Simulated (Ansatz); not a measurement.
# SiO2: the cost of one run

Method: DFT PBEsol, scalar-relativistic, in Ansatz 0.2.0.

## Step 1: The structure to begin with

It takes space group I-42d (No. 122, tetragonal). The conventional cell has a = 4.748 Å, b = 4.748 Å, c = 7.488 Å, α = 90.00°, β = 90.00°, γ = 90.00°. Si (site symmetry -4) has 4 O at 1.62 Å as nearest neighbours. O (site symmetry 2) is surrounded by 2 Si at 1.62 Å.

Coordinates:

```
Si O
1.0
    -2.37405    2.37405    3.74400
     2.37405   -2.37405    3.74400
     2.37405    2.37405   -3.74400
Si O
2 4
Direct
  0.00000 0.00000 0.00000
  0.75000 0.25000 0.50000
  0.99838 0.62500 0.87338
  0.37500 0.24838 0.37338
  0.75162 0.12500 0.12662
  0.87500 0.00162 0.62662
```

Atoms are numbered in the order of the input: Si1, Si2, O3, O4, O5, O6.

## Step 2: The deformed structure

Space group I-42d before, I-42d after.

## Step 3: All-electron LAPW

File input.yaml:

```yaml
crystal:
  lattice:
    - [-2.326569, 2.326569, 3.744]
    - [2.326569, -2.326569, 3.744]
    - [2.326569, 2.326569, -3.744]
  atoms:
    - { symbol: Si, position: [0.0, 0.0, 0.0] }
    - { symbol: Si, position: [0.75, 0.25, 0.5] }
    - { symbol: O, position: [0.99838, 0.625, 0.87338] }
    - { symbol: O, position: [0.375, 0.24838, 0.37338] }
    - { symbol: O, position: [0.75162, 0.125, 0.12662] }
    - { symbol: O, position: [0.875, 0.00162, 0.62662] }
kpoints:
  mp_grid: { grid: [7, 7, 7] }
  band_path:
    path:
      - [0.0, 0.0, 0.0]
      - [0.0, 0.0, 0.5]
      - [0.25, 0.25, 0.25]
      - [0.0, 0.5, 0.0]
      - [0.0, 0.0, 0.0]
      - [0.5, 0.5, -0.5]
      - [0.3465384236, 0.6534615764, -0.3465384236]
      - [-0.3465384236, 0.3465384236, 0.3465384236]
      - [0.0, 0.0, 0.0]
    npoints: 5
scf:
  occupations: { method: fermi_dirac, width: 0.03 }
hamiltonian:
  xc: pbesol
  pseudopotentials: { kind: all_electron, lapw: { basis_error: 0.001 } }
output:
  forces: true
  stress: true
  eigenvalues: true
```

On the command line:

```sh
ansatz run input.yaml --threads 2 --pin off --max-ram 8192MiB --backend cpu --events-out ev --progress --plain --runs-dir out
```

What time and memory should one allow on 2 threads of Arm Neoverse V1, shared host?

About 1.9 min, with a peak of 0.7 GiB.
